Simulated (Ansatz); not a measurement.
# Structure relaxation of Al

All numbers below come from DFT PBE, scalar-relativistic, plane waves, PAW (Ansatz).

Al was placed on the beta-tungsten (A15) structure type (Pm-3n, No. 223), at a guessed volume.

Input of the last, converged step (default PAW datasets):

```yaml
crystal:
  lattice:
    - [5.1115256021, 0.0, 0.0]
    - [0.0, 5.1115256021, 0.0]
    - [0.0, 0.0, 5.1115256021]
  atoms:
    - { symbol: Al, position: [0.5, 0.5, 0.5] }
    - { symbol: Al, position: [0.0, 0.0, 0.0] }
    - { symbol: Al, position: [0.25, 0.0, 0.5] }
    - { symbol: Al, position: [0.5, 0.25, 0.0] }
    - { symbol: Al, position: [0.5, 0.75, 0.0] }
    - { symbol: Al, position: [0.75, 0.0, 0.5] }
    - { symbol: Al, position: [0.0, 0.5, 0.75] }
    - { symbol: Al, position: [0.0, 0.5, 0.25] }
basis:
  ecutwfc: 420
kpoints:
  mp_grid: { grid: [8, 8, 8] }
hamiltonian:
  xc: pbe
scf:
  occupations: { method: gaussian, width: 0.1 }
output:
  forces: true
  stress: true
  eigenvalues: true
relax:
  adjacent_minimum: "off"
  f_tol: 0.01
  max_steps: 80
  cell: { stress_tol: 0.05 }
```

It can be run as:

```bash
ansatz run input.yaml --threads 1 --pin off --backend cpu --events-out ev --progress --plain --runs-dir out  # memory cap (--max-ram) not shown
```

The program printed at the end:

```
SCF converged after 5 iterations
Free energy (F): -4299.403063 eV
Harris-Foulkes:  -4299.403063 eV  (|F-HF|=9.09e-13)
Internal energy: -4299.385764 eV  (E = F + TS)
E sigma→0 (E₀):  -4299.394414 eV
Entropy (-TS):   -0.017299 eV (-2.162 meV/atom)
Fermi energy:    7.727345 eV
--- Per-component energies (eV) ---
  E_band       = 79.838315
  E_kinetic    = 180.005172
  E_local      = 73.660132  (includes V_loc(G=0)·N_el)
  E_nonlocal   = 83.155815
  E_hartree    = 1.292772
  E_xc         = -316.877701
  E_vxc        = -230.311322  (∫ρ·V_xc dr)
  E_paw        = -3738.635489  (= ΣΔE_a)
  E_vpaw       = -29.257002  (= ΣTr[D̂ρ^β])
  E_aug_tail   = -0.000018  (compensation charges beyond the density's cutoff)
  E_ewald      = -581.986447
  E_smearing   = -0.017299  (= −TS)
  E_closure    = 0.000000  (closes the sum)
  Σ components = -4299.403063   (vs F -4299.403063, Δ=0.00e0)
--- Forces (eV/Å), atoms counted from 1 ---
  atom   1  Al     0.00000000     0.00000000     0.00000000
  atom   2  Al     0.00000000     0.00000000     0.00000000
  atom   3  Al     0.00000000     0.00000000     0.00000000
  atom   4  Al     0.00000000     0.00000000     0.00000000
  atom   5  Al     0.00000000     0.00000000     0.00000000
  atom   6  Al     0.00000000     0.00000000     0.00000000
  atom   7  Al     0.00000000     0.00000000     0.00000000
  atom   8  Al     0.00000000     0.00000000     0.00000000
  max |Σ_I F_I| component: 1.85e-17 eV/Å
--- Stress (GPa, compression-positive) ---
        0.001968       0.000000       0.000000
        0.000000       0.001968       0.000000
        0.000000       0.000000       0.001968
  P = ⅓ Tr σ = 0.0020 GPa (0.020 kbar)
--- Relaxed structure (3 steps of the walk, 3 accepted, 1 SCFs on fresh bases) ---
  F+E_penalty+E_count = -4299.40306331 eV   max|allowed force component| = 2.588e-17 eV/Å   (the final SCF, on the basis selected at the relaxed cell)
  cell:  # Å, volume = 135.2921 Å³
    - [5.133625, 0.000000, 0.000000]
    - [0.000000, 5.133625, 0.0]
    - [0.000000, 0.0, 5.133625]
  atoms:
    - { symbol: Al, position: [0.5, 0.5, 0.5] }
    - { symbol: Al, position: [0.000000, 0.000000, 0.000000] }
    - { symbol: Al, position: [0.25, 0.000000, 0.5] }
    - { symbol: Al, position: [0.5, 0.25, 0.000000] }
    - { symbol: Al, position: [0.5, 0.750000, 0.000000] }
    - { symbol: Al, position: [0.750000, 0.000000, 0.5] }
    - { symbol: Al, position: [0.000000, 0.5, 0.750000] }
    - { symbol: Al, position: [0.000000, 0.5, 0.25] }
```

Total energies depend on the potentials used, so only differences within one code and one set of settings carry meaning.

The result has space group Pm-3n (No. 223). Al on Wyckoff site a (2 atoms of the primitive cell) is coordinated by 12 Al at 2.87 Å; around Al on Wyckoff site c (6 atoms of the primitive cell) lie 2 Al at 2.57 Å, 4 Al at 2.87 Å and 8 Al at 3.14 Å.

It lies 0.08 eV/atom above the element's standard state at the same level.

The k mesh leaves about 4 meV/atom of noise in metals.

A structure relaxed within its symmetry needn't be a true minimum.